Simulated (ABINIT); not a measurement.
The system is HfO2.

```
Hf O
1.0
     4.81353    0.00000    0.00000
     0.00000    4.81353    0.00000
     0.00000    0.00000    3.20542
Hf O
2 4
Direct
  0.50000 0.50000 0.50000
  0.00000 0.00000 0.00000
  0.80504 0.19496 0.50000
  0.69496 0.69496 0.00000
  0.30504 0.30504 0.00000
  0.19496 0.80504 0.50000
```

Measurements of this composition are mostly on another form, of space group No. 14.

Program: ABINIT 10.8.3 (patched build). Alike in all runs: task band structure; no spin polarisation; cell as given; k mesh 6 × 6 × 8; cutoff (eV) 626; smearing fermi-dirac 0.05 eV.

Task: Order these runs on this cell by their pressure, lowest first.
A. level PBE; potentials or basis JTH PAW PBE v2.0
B. level LDA; potentials or basis JTH PAW LDA v2.0
C. level PBEsol; potentials or basis JTH PAW PBE v2.0

Result: B (-6.8 GPa), C (-0.4 GPa), A (5.9 GPa).

Caveats: the PAW data sets were made with another functional, which shifts forces and pressure a little (some runs).
